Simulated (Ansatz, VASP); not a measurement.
# SnGe31 (random alloy of the diamond Ge-Sn line, x = 0.0312): VASP beside Ansatz

Aim: how closely do two programs agree when they are given the same cell, functional and k mesh? Of the first pair: The structure shown is the start of the Ansatz relaxation below; VASP solves that cell, so the two are compared at the walk's first step.

Main program and level: Ansatz 0.2.0; plane waves, with VASP 6.6.1 beside it; PBE.

## 1. Set-up

The cell holds 64 atoms: 62 Ge and 2 Sn. Its edges and angles: a = 11.575 Å, b = 11.575 Å, c = 11.575 Å, α = 90.0°, β = 90.0°, γ = 90.0°. It derives from Ge (diamond Ge-Sn), repeated 2×2×2. Diamond Ge-Sn: 64 atoms, 2 of 64 Ge sites given to Sn at random, cell and internal coordinates interpolated linearly between the end members (Vegard's rule); (so at first; earlier steps may have moved the atoms), displaced by a Gaussian of 0.02 A. Lattice constants are starting values near those of PBE.

## 2. Ansatz: relaxation, PBE

Ansatz runs on its default PAW (the set named soft_2) files.

The two programs are compared at the cell with which this relaxation starts, whose forces are those of its first step.

Input file input.yaml:

```yaml
crystal:
  lattice:
    - [11.57518, 0.0, 0.0]
    - [0.0, 11.57518, 0.0]
    - [0.0, 0.0, 11.57518]
  atoms:
    - { symbol: Ge, position: [0.00281, 0.99894, 0.99909] }
    - { symbol: Ge, position: [0.12315, 0.1265, 0.12102] }
    - { symbol: Ge, position: [0.00301, 0.24868, 0.25055] }
    - { symbol: Ge, position: [0.12457, 0.37753, 0.37144] }
    - { symbol: Ge, position: [0.24944, 0.99934, 0.25196] }
    - { symbol: Ge, position: [0.3731, 0.1247, 0.37348] }
    - { symbol: Ge, position: [0.25007, 0.25101, 0.9981] }
    - { symbol: Ge, position: [0.37698, 0.37656, 0.12587] }
    - { symbol: Ge, position: [0.00156, 0.99882, 0.49979] }
    - { symbol: Ge, position: [0.12338, 0.12454, 0.62592] }
    - { symbol: Ge, position: [0.9988, 0.24931, 0.74881] }
    - { symbol: Ge, position: [0.12354, 0.37384, 0.87498] }
    - { symbol: Ge, position: [0.24807, 0.00041, 0.75287] }
    - { symbol: Ge, position: [0.37628, 0.12467, 0.87347] }
    - { symbol: Ge, position: [0.24871, 0.25292, 0.50009] }
    - { symbol: Ge, position: [0.3739, 0.37533, 0.62863] }
    - { symbol: Ge, position: [0.00021, 0.50107, 0.00052] }
    - { symbol: Ge, position: [0.12439, 0.62303, 0.1244] }
    - { symbol: Sn, position: [0.99964, 0.75101, 0.25145] }
    - { symbol: Ge, position: [0.12661, 0.87549, 0.37653] }
    - { symbol: Ge, position: [0.2487, 0.50216, 0.25089] }
    - { symbol: Ge, position: [0.37448, 0.62584, 0.37487] }
    - { symbol: Ge, position: [0.25196, 0.75263, 0.00378] }
    - { symbol: Ge, position: [0.37259, 0.8725, 0.12413] }
    - { symbol: Ge, position: [0.00028, 0.50151, 0.50055] }
    - { symbol: Ge, position: [0.12151, 0.62447, 0.62643] }
    - { symbol: Ge, position: [0.0004, 0.75132, 0.74962] }
    - { symbol: Ge, position: [0.12465, 0.87532, 0.87571] }
    - { symbol: Ge, position: [0.25034, 0.50021, 0.74884] }
    - { symbol: Ge, position: [0.37565, 0.62521, 0.87695] }
    - { symbol: Ge, position: [0.25207, 0.75032, 0.49935] }
    - { symbol: Ge, position: [0.3739, 0.87573, 0.62513] }
    - { symbol: Ge, position: [0.49941, 8.0e-05, 0.99893] }
    - { symbol: Ge, position: [0.62621, 0.12423, 0.12712] }
    - { symbol: Ge, position: [0.5007, 0.25103, 0.24811] }
    - { symbol: Ge, position: [0.62529, 0.37628, 0.37335] }
    - { symbol: Ge, position: [0.74954, 6.0e-05, 0.24763] }
    - { symbol: Ge, position: [0.87554, 0.12646, 0.37351] }
    - { symbol: Ge, position: [0.75061, 0.24773, 0.99993] }
    - { symbol: Ge, position: [0.87221, 0.37694, 0.12571] }
    - { symbol: Ge, position: [0.49996, 0.99866, 0.5022] }
    - { symbol: Ge, position: [0.6284, 0.12179, 0.62714] }
    - { symbol: Ge, position: [0.50281, 0.25058, 0.74793] }
    - { symbol: Ge, position: [0.62649, 0.37469, 0.87396] }
    - { symbol: Ge, position: [0.74787, 0.00095, 0.75137] }
    - { symbol: Ge, position: [0.87392, 0.1259, 0.87302] }
    - { symbol: Ge, position: [0.75139, 0.25008, 0.49968] }
    - { symbol: Ge, position: [0.87482, 0.3765, 0.6263] }
    - { symbol: Ge, position: [0.50091, 0.50024, 0.00013] }
    - { symbol: Sn, position: [0.62607, 0.6254, 0.12618] }
    - { symbol: Ge, position: [0.49946, 0.74579, 0.25179] }
    - { symbol: Ge, position: [0.62878, 0.87576, 0.37483] }
    - { symbol: Ge, position: [0.74976, 0.49979, 0.25003] }
    - { symbol: Ge, position: [0.87306, 0.62411, 0.37328] }
    - { symbol: Ge, position: [0.75043, 0.74949, 0.00086] }
    - { symbol: Ge, position: [0.8747, 0.8767, 0.12537] }
    - { symbol: Ge, position: [0.50379, 0.49672, 0.49888] }
    - { symbol: Ge, position: [0.62656, 0.62937, 0.62457] }
    - { symbol: Ge, position: [0.50008, 0.74961, 0.7523] }
    - { symbol: Ge, position: [0.6245, 0.87618, 0.87445] }
    - { symbol: Ge, position: [0.7478, 0.50054, 0.75087] }
    - { symbol: Ge, position: [0.87723, 0.62481, 0.87393] }
    - { symbol: Ge, position: [0.75097, 0.75042, 0.50048] }
    - { symbol: Ge, position: [0.87487, 0.877, 0.62564] }
kpoints:
  mp_grid: { grid: [1, 1, 1] }
hamiltonian:
  xc: pbe
scf:
  occupations: { method: fermi_dirac, width: 0.025 }
output:
  forces: true
relax:
  f_tol: 0.04
  max_steps: 150
  cell: {}
```

Command:

```console
> ansatz run input.yaml --threads 4 --pin off --max-ram 8192MiB --backend cpu --events-out ev --progress --plain --runs-dir out
```

Numbers of over 12 decimals in the logs are rounded to 6 here.

Log:

```text
Engine: ansatz 0.2.0, aarch64-unknown-linux-gnu
Pseudopotentials: kind: paw
Pseudopotential: Ge, paw, valence charge 14, recommended cutoff 420 eV (normal), Ge.paw.azcp
Pseudopotential: Sn, paw, valence charge 14, recommended cutoff 420 eV (normal), Sn.paw.azcp
Functional definition: PBE
  parameter kappa = 0.804
  parameter beta = 0.066725
  exchange = pbe_x(kappa = kappa, mu = beta*pi^2/3)
  correlation = pbe_c(beta = beta)
Crystal: 64 atoms, lattice volume = 1550.898 Å³
Basis set: ecut = 420 eV, 30551 PW (Γ), exchange–correlation on 160×160×160 points (8 copies of the dense FFT grid, shifted against one another)
Bands: 538, of which v1, the nominal top of the filled ones, is band 448 counted from 1 (447 counted from 0)
Symmetry: 1 space group operations
Space group: P1 (ITA 1), of the structure as read, at distance tolerance 1.2e-4 Å
k-points: 1
Non-local potential: Ge, projectors of the file, l = 0: 2, l = 1: 2, l = 2: 3, l = 3: 1
Non-local potential: Sn, projectors of the file, l = 0: 2, l = 1: 2, l = 2: 2, l = 3: 2
PAW form: soft (Blöchl's): semilocal exchange-correlation on the pseudo side does not see the compensation charge
PAW one-centre angular grid: Ge, 590 points (default); XC on 64 Gauss nodes
PAW one-centre angular grid: Sn, 590 points (default); XC on 64 Gauss nodes
Initial density: superposition of atomic densities (neutral atoms: chi_scale 0, normalization atom), corrected by the library's trained network
Initial wavefunctions: pseudopotential atomic-orbital guess
Functional: x = pbe(κ = 0.804, μ = 0.219515), c = pbe(β = 0.066725)
SCF iter   1: F=—  HF=-278327.969897 eV  |F-HF|=—  |Δ(HF+E_count)|=         —  Δρ=2.65e-3  dr2=1.07e-1  ethr=1.77e-3  ⟨swp⟩=6.0  Hψ=1771  notcnv=0  defer=24
preconditioner: auto → LDOS  [metal: Δε(μ)=0.040 eV  Ē_g=22.215 eV  σ=0.025 eV  W_gap=0.38  n_scr=436 (ndim 8)  ℏωp=28.2 eV  f_vac=0.092  D(μ)=73.04/eV (n_scr^D=618)  β→1.0]
SCF iter   2: F=—  HF=-278327.956462 eV  |F-HF|=—  |Δ(HF+E_count)|=   1.34e-2  Δρ=1.86e-3  dr2=4.92e-2  ethr=1.20e-5  ⟨swp⟩=2.0  Hψ=1084  notcnv=0  defer=73
SCF iter   3: F=—  HF=-278327.930741 eV  |F-HF|=—  |Δ(HF+E_count)|=   2.57e-2  Δρ=4.74e-4  dr2=8.90e-3  ethr=5.49e-6  ⟨swp⟩=2.0  Hψ=930  notcnv=0  defer=73
SCF iter   4: F=—  HF=-278327.928964 eV  |F-HF|=—  |Δ(HF+E_count)|=   1.78e-3  Δρ=2.26e-4  dr2=2.71e-3  ethr=9.93e-7  ⟨swp⟩=3.0  Hψ=1043  notcnv=0  defer=73
SCF iter   5: F=—  HF=-278327.928556 eV  |F-HF|=—  |Δ(HF+E_count)|=   4.08e-4  Δρ=1.31e-4  dr2=7.81e-4  ethr=3.02e-7  ⟨swp⟩=3.0  Hψ=1059  notcnv=0  defer=73
SCF iter   6: F=—  HF=-278327.928352 eV  |F-HF|=—  |Δ(HF+E_count)|=   2.04e-4  Δρ=4.42e-5  dr2=1.05e-4  ethr=8.71e-8  ⟨swp⟩=2.0  Hψ=916  notcnv=0  defer=73
SCF iter   7: F=—  HF=-278327.928325 eV  |F-HF|=—  |Δ(HF+E_count)|=   2.67e-5  Δρ=2.18e-5  dr2=2.53e-5  ethr=1.17e-8  ⟨swp⟩=2.0  Hψ=916  notcnv=0  defer=73
SCF iter   8: F=—  HF=-278327.930385 eV  |F-HF|=—  |Δ(HF+E_count)|=   2.06e-3  Δρ=9.91e-6  dr2=7.63e-6  ethr=2.82e-9  ⟨swp⟩=2.0  Hψ=916  notcnv=0  defer=73
SCF iter   9: F=—  HF=-278327.930384 eV  |F-HF|=—  |Δ(HF+E_count)|=   6.63e-7  Δρ=5.89e-6  dr2=2.93e-6  ethr=8.52e-10  ⟨swp⟩=2.0  Hψ=916  notcnv=0  defer=73
SCF iter  10: F=—  HF=-278327.930384 eV  |F-HF|=—  |Δ(HF+E_count)|=   4.37e-7  Δρ=3.20e-6  dr2=9.83e-7  ethr=3.27e-10  ⟨swp⟩=2.0  Hψ=539  notcnv=0  defer=73
SCF iter  11: F=—  HF=-278327.930384 eV  |F-HF|=—  |Δ(HF+E_count)|=   7.97e-9  Δρ=1.69e-6  dr2=2.31e-7  ethr=1.10e-10  ⟨swp⟩=2.0  Hψ=557  notcnv=0  defer=73
SCF iter  12: F=-278327.930384 eV  HF=-278327.930384 eV  |F-HF|=5.58e-8  |Δ(HF+E_count)|=   1.96e-8  Δρ=9.45e-7  dr2=6.24e-8  ethr=1.12e-11  ⟨swp⟩=4.0  Hψ=1528  notcnv=0
SCF 1 converged in 12 iterations: F = -278327.930384 eV  dr2 = 6.24e-8
  greatest PAW one-centre occupation: 0.998 electrons in one spin orbital (limit 2), on the Ge atom at site 54 (counted from 0), in its partial waves of l = 2
relax step   1: F+E_penalty+E_count = -278327.93038350 eV  Δ(F+E_penalty+E_count) = +0.000e0 eV  max|allowed force component| = 1.266e0 eV/Å  Δτ_max = 0.0000 Å  P = +2.583 GPa  Ω = 1550.898 Å³  (12 SCF iters, dr2 threshold 1.00e-7 eV, accepted)
Crystal: 64 atoms, lattice volume = 1615.175 Å³
Basis set: ecut = 420 eV, 31591 PW (Γ), exchange–correlation on 160×160×160 points (8 copies of the dense FFT grid, shifted against one another)
Initial density: handed on by an earlier stage of this run
Initial wavefunctions: those handed on with the density
iter 1 solved again at ethr=4.99e-5 eV; its pass at ethr=3.10e-3 eV (dr2=4.47e-1 eV) is discarded
SCF iter   1: F=—  HF=-278329.438161 eV  |F-HF|=—  |Δ(HF+E_count)|=         —  Δρ=6.11e-3  dr2=4.50e-1  ethr=4.99e-5  ⟨swp⟩=4.0  Hψ=2381  notcnv=0
preconditioner: auto → LDOS  [metal: Δε(μ)=0.042 eV  Ē_g=22.043 eV  σ=0.025 eV  W_gap=0.40  n_scr=434 (ndim 8)  ℏωp=27.7 eV  f_vac=0.111  D(μ)=38.77/eV (n_scr^D=250)  β→1.0]
[...]
atom  12  Ge    -0.00992702     0.00285987     0.00363739
  atom  13  Ge     0.00526918    -0.00404804     0.00051780
  atom  14  Ge    -0.00580894     0.00291752     0.00297703
  atom  15  Ge     0.00636671    -0.00316429    -0.00197059
  atom  16  Ge    -0.00528117     0.00384900    -0.00061817
  atom  17  Ge     0.00922997    -0.00654655    -0.00514942
  atom  18  Ge    -0.00630904     0.00252106     0.00009632
  atom  19  Sn     0.00398588    -0.00557343    -0.00233775
  atom  20  Ge    -0.00486151     0.00910531     0.00759464
  atom  21  Ge     0.00959447    -0.00747302     0.00087194
  atom  22  Ge    -0.00976766     0.00522379     0.00422725
  atom  23  Ge     0.00916370    -0.00480014    -0.00415907
  atom  24  Ge    -0.01027898     0.00741690    -0.00149191
  atom  25  Ge     0.01121029    -0.00494418    -0.00198816
  atom  26  Ge    -0.00930942     0.00524828     0.00241553
  atom  27  Ge     0.00893315    -0.00686267    -0.00183460
  atom  28  Ge    -0.00506997     0.00638391     0.00194066
  atom  29  Ge     0.00901258    -0.00559290    -0.00264288
  atom  30  Ge    -0.00861657     0.01003051     0.00550246
  atom  31  Ge     0.01027130    -0.00785988    -0.00489135
  atom  32  Ge    -0.00821290     0.00424267     0.00097560
  atom  33  Ge     0.00526983    -0.00557856    -0.00444921
  atom  34  Ge    -0.00762281     0.00680344     0.00305060
  atom  35  Ge     0.00861947    -0.00698783    -0.00213051
[...]
atom  57  Ge     0.00560533    -0.00484873    -0.00141560
  atom  58  Ge    -0.00831834     0.00745336     0.00068022
  atom  59  Ge     0.00889612    -0.00508470    -0.00263248
  atom  60  Ge    -0.01108715     0.00486276     0.00119355
  atom  61  Ge     0.00752019    -0.00704731     0.00305566
  atom  62  Ge    -0.00691649     0.00413498     0.00370311
  atom  63  Ge     0.00850417    -0.00595797    -0.00335962
  atom  64  Ge    -0.00801027     0.00653987    -0.00215740
  max |Σ_I F_I| component: 4.85e-7 eV/Å
--- Stress (GPa, compression-positive) ---
       -0.000764       0.010990       0.002071
        0.010990      -0.008458      -0.022580
        0.002071      -0.022580      -0.002661
  P = ⅓ Tr σ = -0.0040 GPa (-0.040 kbar)
--- Relaxed structure (7 steps of the walk, 6 accepted, 1 SCFs on fresh bases) ---
  F+E_penalty+E_count = -278329.61873638 eV   max|allowed force component| = 1.251e-2 eV/Å   (the final SCF, on the basis selected at the relaxed cell)
  cell:  # Å, volume = 1602.1762 Å³
    - [11.632571, 0.056473, -0.120092]
    - [0.056473, 11.712170, 0.178850]
    - [-0.120092, 0.178850, 11.763990]
  atoms:
    - { symbol: Ge, position: [0.00320813, 1.001505, 0.998165] }
    - { symbol: Ge, position: [0.122679, 0.126826, 0.124754] }
    - { symbol: Ge, position: [0.00327729, 0.247897, 0.250816] }
    - { symbol: Ge, position: [0.122941, 0.376504, 0.374196] }
    - { symbol: Ge, position: [0.253003, 1.001640, 0.250497] }
    - { symbol: Ge, position: [0.373660, 0.127595, 0.375050] }
    - { symbol: Ge, position: [0.251607, 0.247868, 1.000116] }
    - { symbol: Ge, position: [0.372269, 0.373830, 0.124670] }
    - { symbol: Ge, position: [0.00236476, 1.001476, 0.502629] }
    - { symbol: Ge, position: [0.123459, 0.127651, 0.625860] }
    - { symbol: Ge, position: [1.002716, 0.248830, 0.750547] }
    - { symbol: Ge, position: [0.123226, 0.375504, 0.873756] }
    - { symbol: Ge, position: [0.252324, -0.000955844, 0.750868] }
    - { symbol: Ge, position: [0.373234, 0.126175, 0.874796] }
    - { symbol: Ge, position: [0.252038, 0.249302, 0.500347] }
    - { symbol: Ge, position: [0.372944, 0.376419, 0.624293] }
    - { symbol: Ge, position: [0.00273164, 0.497061, -0.00153577] }
    - { symbol: Ge, position: [0.129288, 0.620043, 0.118282] }
    - { symbol: Sn, position: [1.002627, 0.748476, 0.250520] }
    - { symbol: Ge, position: [0.128764, 0.883333, 0.381453] }
    - { symbol: Ge, position: [0.254109, 0.497285, 0.250469] }
    - { symbol: Ge, position: [0.371075, 0.626926, 0.376419] }
    - { symbol: Ge, position: [0.254243, 0.748561, -0.00129366] }
    - { symbol: Ge, position: [0.371184, 0.878207, 0.124682] }
    - { symbol: Ge, position: [0.00347024, 0.496496, 0.503305] }
[...]
- { symbol: Sn, position: [0.622665, 0.626964, 0.124598] }
[...]
- { symbol: Ge, position: [0.501996, 0.499348, 0.500721] }
    - { symbol: Ge, position: [0.621953, 0.626039, 0.625947] }
    - { symbol: Ge, position: [0.502462, 0.748624, 0.750482] }
    - { symbol: Ge, position: [0.621803, 0.878967, 0.871854] }
    - { symbol: Ge, position: [0.752028, 0.498947, 0.750482] }
    - { symbol: Ge, position: [0.875402, 0.626762, 0.872283] }
    - { symbol: Ge, position: [0.749850, 0.748702, 0.502841] }
    - { symbol: Ge, position: [0.873236, 0.876511, 0.624656] }
```

Reading the cycles: dr2 is the Hartree energy of the density residual (eV), the measure of convergence; HF is the Harris–Foulkes estimate of the energy, which meets the free energy F at convergence.

(Part 1 of 2 ends here.)

[Lines on the potential files, build, host, timing and source positions are cut from VASP's logs without a mark.]

[Logs are printed without paths, hosts, clocks, repeated set-up lines and the standing remarks that a program may print on its own settings, such as how far it seeks lower states.]

[Hosts, paths, dates, database ids (printed as entryN), source tags and the programs' standing remarks are cut or masked in the printed files.]
